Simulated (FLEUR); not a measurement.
# Sn: equation of state with SCAN

Sn:

```
CELL_PARAMETERS angstrom
-2.02919 2.02919 1.66076
2.02919 -2.02919 1.66076
2.02919 2.02919 -1.66076
ATOMIC_POSITIONS crystal
Sn 0.00000 0.00000 0.00000
```

This isn't the form of Sn at room conditions, which is tetragonal (white tin).

```yaml
Program: FLEUR MaX-R8.1 (later development tree)
Task: equation of state
Functional: SCAN
Potentials_or_basis: all-electron
Basis: FLAPW
Kmax: 4.1 1/bohr
k_mesh: 10 × 10 × 10
Occupations: fermi-dirac, width 0.05 eV
Spin: no spin polarisation
Gmax: 12.7 1/bohr
Muffin-tin_radii: Sn 2.66 bohr
lmax: Sn 10
lnonsphr: Sn 10
Local_orbitals_a_species: Sn 5
```

The equilibrium volume is 26.99 Å³/atom and the bulk modulus at fixed shape and positions is 50 GPa.

Energy against volume, from the lowest point:
```csv
volume (Å³/atom),energy (meV/atom)
25.712,9.73
26.259,2.53
27.353,0.00
28.448,10.25
28.995,19.34
```

Caveat: the meta-GGA is that of a development version, with a GGA for the radial functions and cores and without core tails; the cell was scaled at fixed shape and fractional positions, which overstates the stiffness of a crystal with free parameters, most of all of layers and chains.
